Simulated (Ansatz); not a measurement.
# ZrB₂: what symmetry allows forces and stress to be

```
Zr B
1.0
     3.26027   -0.01893    0.00000
    -1.64652    2.87915    0.00000
     0.00000    0.00000    3.63905
Zr B
1 2
Direct
  0.05077 0.05949 0.00000
  0.29563 0.66131 0.50000
  0.65360 0.27920 0.50000
```

Theory: DFT PBE, scalar-relativistic, plane waves, PAW in Ansatz.

Settings: cutoff 420 eV, Γ-centred mesh 14×14×10 on the computed 3-atom cell, Gaussian smearing of 0.10 eV; no spin polarisation.

This distorted cell has space group Pm, with 2 operations.

**Question.** Without a calculation: in which directions can each atom feel a force?

**Answer.** A force must be left unchanged by every operation that keeps its atom in place, so it lies in the space that those operations leave fixed. Atoms that the group maps onto each other feel forces of one size.
```csv
atom,site symmetry,operations at the site,equivalent to atom,allowed force (Cartesian)
Zr1,m,2,1,"in the plane normal to (0.00, 0.00, 1.00)"
B2,m,2,2,"in the plane normal to (0.00, 0.00, 1.00)"
B3,m,2,3,"in the plane normal to (0.00, 0.00, 1.00)"
```

That leaves 6 independent force components of 9, tied by 2 conditions that the forces sum to zero, so 4 remain. A relaxation in this cell that keeps the symmetry moves the atoms in these directions alone.

**Question.** And the stress tensor?

**Answer.** It must be invariant under the point group, which leaves 4 independent components: yz, xz vanish.

**Question.** Do the computed values obey this?

**Answer.** Yes. Forces (eV/Å):
```
Zr1 -0.933 -2.129  0.000
B2   1.263  0.146  0.000
B3  -0.330  1.983  0.000
```

Stress (GPa, compression positive, xx yy zz yz xz xy): -11.31 -19.65 -10.50 0.00 0.00 -0.70. The program imposes the same operations on density, forces and stress, so this confirms the analysis and is no independent test of the calculation.